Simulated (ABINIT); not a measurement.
Write the native input for ABINIT 10.8.3 (patched build) that does the following.

| Quantity | Value |
| --- | --- |
| Task | single point |
| Functional | PBE |
| Potentials or basis | JTH PAW PBE v2.0 |
| Cutoff | 517 eV |
| k mesh | 10 × 10 × 10 |
| Occupations | fermi-dirac, width 0.05 eV |
| Spin | no spin polarisation |
| Fine-grid cutoff | 1034.03 eV |

The system is WC.

```xyz
2
Lattice="0.0000 2.3021 2.3021 2.3021 0.0000 2.3021 2.3021 2.3021 0.0000" Properties=species:S:1:pos:R:3 pbc="T T T"
W     0.0082   -0.0255   -0.0585
C     3.4774    3.4421    3.4767
```

The cell was built by a generator and needn't be a form met in nature.

The cell isn't the ideal one: atoms moved at random, drawn with an rms of 0.05 Å.

One way to write it, as run:

run.abi

```
pp_dirpath "./"
pseudos "W.GGA_PBE-JTH.xml, C.GGA_PBE-JTH.xml"

acell 6.1523320434 6.1523320434 6.1523320434
rprim
     0.0000000000     0.7071067812     0.7071067812
     0.7071067812     0.0000000000     0.7071067812
     0.7071067812     0.7071067812     0.0000000000
ntypat 2
znucl 74 6
natom 2
typat 1 2
xred
    -0.0200050000    -0.0053940000     0.0089470000
     0.7474570000     0.7627780000     0.7477320000
chkprim 0
chksymtnons 0
tolsym 1.0e-6

ecut 19.0
pawecutdg 38.0
pawxcdev 0
pawovlp 30

kptopt 1
ngkpt 10 10 10
nshiftk 1
shiftk 0.0 0.0 0.0

ixc 11

nband 13
occopt 3
tsmear 0.05 eV

nstep 100
tolvrs 1.0e-9

iomode 3
prtwf 0
prteig 0
prtebands 0
enunit 2
prtden 1
prtvha 1
prtvclmb 1
prtpot 1
```

Potentials or basis: JTH PAW PBE v2.0.

Command:

```sh
$ abinit run.abi > log 2>&1
```

It gave:

| Quantity | Value |
| --- | --- |
| Pressure | 20.1 GPa |
| Largest force | 1.739 eV/Å |
| Band gap on the k mesh | none (metal or under the smearing width) |

Caveat: the atomic spheres overlap.

It took 3.1 min on 1 thread of Arm Neoverse V1, on a shared host, peak memory 0.25 GiB.
